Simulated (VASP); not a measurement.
# KCl (Pm-3m) in VASP: settings compared

Aim: see how the results for KCl move with the level of theory and the settings. Levels: r2SCAN, PBE+D3(BJ). Tasks: relaxation of the atoms, relaxation of cell and atoms.

Everything below comes from runs of VASP 6.6.1. Logs are shortened: lines on timing, memory, paths and dates and some standing lists are left out, and cuts for length are marked.

### Step 1. Starting point

It takes space group Pm-3m (No. 221, cubic). The conventional cell has a = 3.634 Å, b = 3.634 Å, c = 3.634 Å, α = 90.00°, β = 90.00°, γ = 90.00°. Around K (site symmetry m-3m) lie 8 Cl at 3.15 Å. Cl (site symmetry m-3m) has 8 K at 3.15 Å as nearest neighbours.

Measurements of this composition are mostly on another form, of space group No. 225.

### Step 2. Relaxation of the atoms, r2SCAN (a relaxed cell with its volume scaled by 1.06)

The input, INCAR:

```
PREC = Accurate ; ENCUT = 600
EDIFF = 1E-7 ; ISMEAR = 0
SIGMA = 0.03 ; LREAL = F
LASPH = T ; NELM = 80
ALGO = Normal ; ISIF = 2
LWAVE = F ; LCHARG = F
METAGGA = R2SCAN ; LMIXTAU = T
IBRION = 2 ; NSW = 40
EDIFFG = -0.01
```

The input, KPOINTS:

```
Automatic mesh
0
Gamma
  8 8 8
```

The input, POSCAR:

```
KCl                                     
1.0
    3.8453363559      0.0000000000      0.0000000000
    0.0000000000      3.8453363559      0.0000000000
    0.0000000000      0.0000000000      3.8453363559
  K               Cl            
     1     1
Direct
     0.0000000000000000    0.0000000000000000    0.0000000000000000
     0.5000000000000000    0.5000000000000000    0.5000000000000000
```

Potentials or basis: VASP PAW PBE potentials, release 64 (K_sv, Cl).

The run is started by

```console
> cat potpaw_PBE.64/K_sv/POTCAR potpaw_PBE.64/Cl/POTCAR > POTCAR
> mpirun -np 1 vasp_std > vasp.out
```

OUTCAR:

```text
PREC = Accurate
   ENCUT = 600
   EDIFF = 1E-7
   ISMEAR = 0
   LREAL = F
   LASPH = T
   NELM = 80
   ISIF = 2
   METAGGA = R2SCAN
   IBRION = 2
   NSW = 40
   EDIFFG = -0.01

 ion  position               nearest neighbor table
   1  0.000  0.000  0.000-
   2  0.500  0.500  0.500-

  LATTYP: Found a simple cubic cell.
 ALAT       =     3.8453363559

  Lattice vectors:

 A1 = (   3.8453363559,   0.0000000000,   0.0000000000)
 A2 = (   0.0000000000,   3.8453363559,   0.0000000000)
 A3 = (   0.0000000000,   0.0000000000,   3.8453363559)

Analysis of symmetry for initial positions (statically):
=====================================================================
 Subroutine PRICEL returns:
 Original cell was already a primitive cell.

 Routine SETGRP: Setting up the symmetry group for a
 simple cubic supercell.

 Subroutine GETGRP returns: Found 48 space group operations
 (whereof 48 operations were pure point group operations)
 out of a pool of 48 trial point group operations.

The static configuration has the point symmetry O_h .

Analysis of symmetry for dynamics (positions and initial velocities):
=====================================================================
 Subroutine PRICEL returns:
 Original cell was already a primitive cell.

 Routine SETGRP: Setting up the symmetry group for a
 simple cubic supercell.

 Subroutine GETGRP returns: Found 48 space group operations
 (whereof 48 operations were pure point group operations)
 out of a pool of 48 trial point group operations.

The dynamic configuration has the point symmetry O_h .

 Subroutine INISYM returns: Found 48 space group operations
 (whereof 48 operations are pure point group operations),
 and found     1 'primitive' translations

----------------------------------------------------------------------------------------

                                     Primitive cell

  volume of cell :      56.8595

  direct lattice vectors                    reciprocal lattice vectors
     3.845336356  0.000000000  0.000000000     0.260055274  0.000000000  0.000000000
     0.000000000  3.845336356  0.000000000     0.000000000  0.260055274  0.000000000
     0.000000000  0.000000000  3.845336356     0.000000000  0.000000000  0.260055274

  length of vectors
     3.845336356  3.845336356  3.845336356     0.260055274  0.260055274  0.260055274

  position of ions in fractional coordinates (direct lattice)
     0.000000000  0.000000000  0.000000000
     0.500000000  0.500000000  0.500000000

  ion indices of the primitive-cell ions
   primitive index   ion index
                 1           1
                 2           2

----------------------------------------------------------------------------------------

 KPOINTS: Automatic mesh

Automatic generation of k-mesh.
 Grid dimensions read from file:
 generate k-points for:    8    8    8

 Generating k-lattice:

  Cartesian coordinates                     Fractional coordinates (reciprocal lattice)
     0.032506909  0.000000000  0.000000000     0.125000000  0.000000000  0.000000000
     0.000000000  0.032506909  0.000000000     0.000000000  0.125000000  0.000000000
     0.000000000  0.000000000  0.032506909     0.000000000  0.000000000  0.125000000

  Length of vectors
     0.032506909  0.032506909  0.032506909

  Shift w.r.t. Gamma in fractional coordinates (k-lattice)
     0.000000000  0.000000000  0.000000000

 Subroutine IBZKPT returns following result:
 ===========================================

 Found     35 irreducible k-points:

 Following reciprocal coordinates:
            Coordinates               Weight
  0.000000  0.000000  0.000000      1.000000
  0.125000  0.000000  0.000000      6.000000
  0.250000  0.000000  0.000000      6.000000
  0.375000  0.000000  0.000000      6.000000
  0.500000  0.000000  0.000000      3.000000
  0.125000  0.125000  0.000000     12.000000
[... 16 lines left out ...]
  0.375000  0.375000  0.125000     24.000000
  0.500000  0.375000  0.125000     24.000000
 [... further k-points ...]
   k-points           NKPTS =     35   k-points in BZ     NKDIM =     35   number of bands    NBANDS=     12
   number of dos      NEDOS =    301   number of ions     NIONS =      2
   total plane-waves  NPLWV =  32768
   dimension x,y,z NGX =    32 NGY =   32 NGZ =   32
   dimension x,y,z NGXF=    64 NGYF=   64 NGZF=   64
   ions per type =               1   1
   NGX,Y,Z   is equivalent  to a cutoff of  13.83, 13.83, 13.83 a.u.
   NGXF,Y,Z  is equivalent  to a cutoff of  27.67, 27.67, 27.67 a.u.
 SYSTEM =  unknown system
   PREC   = accura    normal or accurate (medium, high low for compatibility)
   ISTART =      0    job   : 0-new  1-cont  2-samecut
   ICHARG =      2    charge: 1-file 2-atom 10-const
   ISPIN  =      1    spin polarized calculation?
   LNONCOLLINEAR =      F non collinear calculations
   LSORBIT =      F    spin-orbit coupling
   LASPH  =      T    aspherical Exc in radial PAW
   ENCUT  =  600.0 eV  44.10 Ry    6.64 a.u.   7.68  7.68  7.68*2*pi/ulx,y,z
   NELM   =     80;   NELMIN=  2; NELMDL= -5     # of ELM steps
   EDIFF  = 0.1E-06   stopping-criterion for ELM
   LREAL  =      F    real-space projection
   EDIFFG = -.1E-01   stopping-criterion for IOM
   NSW    =     40    number of steps for IOM
   IBRION =      2    ionic relax: 0-MD 1-quasi-New 2-CG
   NFREE  =      1    steps in history (QN), initial steepest desc. (CG)
   ISIF   =      2    stress and relaxation
   ISYM   =      2    0-nonsym 1-usesym 2-fastsym
   POTIM  = 0.5000    time-step for ionic-motion
   TEBEG  =    0.0;   TEEND  =   0.0 temperature during run
   PSTRESS=    0.0 pullay stress
   NELECT =      16.0000    total number of electrons
   NUPDOWN=      -1.0000    fix difference up-down
   EMIN   =  10.00;   EMAX   =-10.00  energy-range for DOS
   EFERMI =   0.00;   METHOD = LEGACY
   ISMEAR =     0;   SIGMA  =   0.03  broadening in eV -4-tet -1-fermi 0-gaus
   EFERMI_NEDOS =   21; number of points for ismear=-14 and -15
   IALGO  =     38    algorithm
   IMIX   =      4    mixing-type and parameters
     AMIX     =   0.40;   BMIX     =  1.00
     AMIX_MAG =   1.60;   BMIX_MAG =  1.00
  volume/ion in A,a.u.               =      28.43       191.85
  Fermi-wavevector in a.u.,A,eV,Ry     =   1.072788  2.027275 15.658587  1.150874
  Thomas-Fermi vector in A             =   2.208568
   LORBIT       =      0    0 simple, 1 ext, 2 COOP (PROOUT), +10 PAW based schemes
   METAGGA = R2SCAN    functional components
   LHFCALC =     F    Hartree Fock is set to
   AEXX    =    0.0000 exact exchange contribution
   IVDW    =     0    specifies the selected vdW correction
   LEPSILON=     F    determine dielectric tensor
   LRPA    =     F    only Hartree local field effects (RPA)
 conjugate gradient relaxation of ions
 non-spin polarized calculation
 Gauss-broadening in eV      SIGMA  =   0.03
  energy-cutoff  :      600.00
  volume of cell :       56.86
 maximum number of plane-waves:      1924
 NGX is ok and might be reduce to    32
   NGX = 15   NGY = 15   NGZ = 15

 number of electron      16.0000002 magnetization

 Free energy of the ion-electron system (eV)
  ---------------------------------------------------
  ext. energy  EPLUGINS =         0.00000000
  ---------------------------------------------------
  free energy    TOTEN  =       -16.39712868 eV

  energy without entropy =      -16.39712868  energy(sigma->0) =      -16.39712868

 E-fermi :  -1.0121     XC(G=0):  -8.4574

 val. band max:       -1.2546376583   @ k =   0.5000   0.5000   0.0000
 cond. band min:       4.2816137677   @ k =   0.0000   0.0000   0.0000
 fundamental gap:      5.5362514260
 Fermi energy:        -1.0120725956

 k-point     1 :       0.0000    0.0000    0.0000
  band No.  band energies     occupation
      1     -30.4379      2.00000
      2     -14.3734      2.00000
      3     -13.0579      2.00000
      4     -13.0579      2.00000
      5     -13.0579      2.00000
      6      -1.4594      2.00000
      7      -1.4594      2.00000
      8      -1.4594      2.00000
      9       4.2816      0.00000
     10       5.8952      0.00000
     11       5.8952      0.00000
     12      10.1985      0.00000

 k-point     2 :       0.1250    0.0000    0.0000
  band No.  band energies     occupation
      1     -30.4353      2.00000
      2     -14.3925      2.00000
      3     -13.0537      2.00000
      4     -13.0537      2.00000
      5     -13.0428      2.00000
      6      -1.7395      2.00000
      7      -1.4593      2.00000
      8      -1.4593      2.00000
      9       4.6404      0.00000
     10       6.0252      0.00000
     11       6.2152      0.00000
     12      10.1350      0.00000

 k-point     3 :       0.2500    0.0000    0.0000
  band No.  band energies     occupation
      1     -30.4289      2.00000
      2     -14.4403      2.00000
      3     -13.0433      2.00000
      4     -13.0433      2.00000
      5     -13.0024      2.00000
      6      -2.3189      2.00000
      7      -1.4596      2.00000
      8      -1.4596      2.00000
      9       5.4930      0.00000
     10       6.3988      0.00000
     11       6.9906      0.00000
     12      10.0329      0.00000
[... 286 lines left out ...]
 k-point    23 :       0.3750    0.3750    0.1250
  band No.  band energies     occupation
      1     -30.4057      2.00000
      2     -14.2085      2.00000
      3     -13.2327      2.00000
      4     -13.1346      2.00000
      5     -13.0445      2.00000
      6      -2.4505      2.00000
      7      -2.3540      2.00000
      8      -1.5249      2.00000
      9       6.2508      0.00000
     10       7.2940      0.00000
     11       8.4800      0.00000
     12       8.6477      0.00000

 k-point    24 :       0.5000    0.3750    0.1250
  band No.  band energies     occupation
      1     -30.4033      2.00000
      2     -14.1591      2.00000
      3     -13.2293      2.00000
      4     -13.2039      2.00000
      5     -13.0424      2.00000
      6      -2.5421      2.00000
      7      -2.3429      2.00000
      8      -1.5029      2.00000
      9       6.0713      0.00000
     10       7.2483      0.00000
     11       8.4057      0.00000
     12       8.5569      0.00000

 [... further k-points ...]

------------------------ aborting loop because EDIFF is reached ----------------------------------------

  FORCE on cell =-STRESS in cart. coord.  units (eV):
  Direction    XX          YY          ZZ          XY          YZ          ZX
  --------------------------------------------------------------------------------------
  -------------------------------------------------------------------------------------
  Total       -0.4053698     -0.4053698     -0.4053698      0.0000000     -0.0000000     -0.0000000
  in kB      -11.4224424    -11.4224424    -11.4224424      0.0000000     -0.0000000     -0.0000000
  external PRESSURE =     -11.4224424 kB  Pullay stress =       0.0000000 kB

 VOLUME and BASIS-vectors are now :
 -----------------------------------------------------------------------------
  energy-cutoff  :      600.00
  volume of cell :       56.86
      direct lattice vectors                 reciprocal lattice vectors
     3.845336356  0.000000000  0.000000000     0.260055274  0.000000000  0.000000000
     0.000000000  3.845336356  0.000000000     0.000000000  0.260055274  0.000000000
     0.000000000  0.000000000  3.845336356     0.000000000  0.000000000  0.260055274

 POSITION                                       TOTAL-FORCE (eV/Angst)
 -----------------------------------------------------------------------------------
      0.00000      0.00000      0.00000         0.000000      0.000000      0.000000
      1.92267      1.92267      1.92267         0.000000      0.000000      0.000000
 -----------------------------------------------------------------------------------
    total drift:                                0.000000      0.000000     -0.000000

  FREE ENERGIE OF THE ION-ELECTRON SYSTEM (eV)
  ---------------------------------------------------
  free  energy   TOTEN  =       -16.3971286799 eV

  energy  without entropy=      -16.3971286799  energy(sigma->0) =      -16.39712868

 reached required accuracy - stopping structural energy minimisation
```

It took 65 s on 1 thread of Intel Xeon Platinum 8488C (Sapphire Rapids), shared host; peak memory 0.2 GiB.

What came out:

```yaml
Free_energy: -16.3971 eV
Pressure_after_relaxing: -1.1 GPa
Band_gap_on_the_k_mesh: 5.54 eV, indirect (least direct gap 5.74 eV)
```

Final structure:
```yaml
crystal:
  lattice:
    - [3.84534, 0.00000, 0.00000]
    - [0.00000, 3.84534, 0.00000]
    - [0.00000, 0.00000, 3.84534]
  atoms:
    - { symbol: K, position: [0.00000, 0.00000, 0.00000] }
    - { symbol: Cl, position: [0.50000, 0.50000, 0.50000] }
```

Caveat: the relaxation stopped at its first step, so nothing moved; the PAW data sets were made with another functional, which shifts forces and pressure a little.

[end of part 1 of 2]
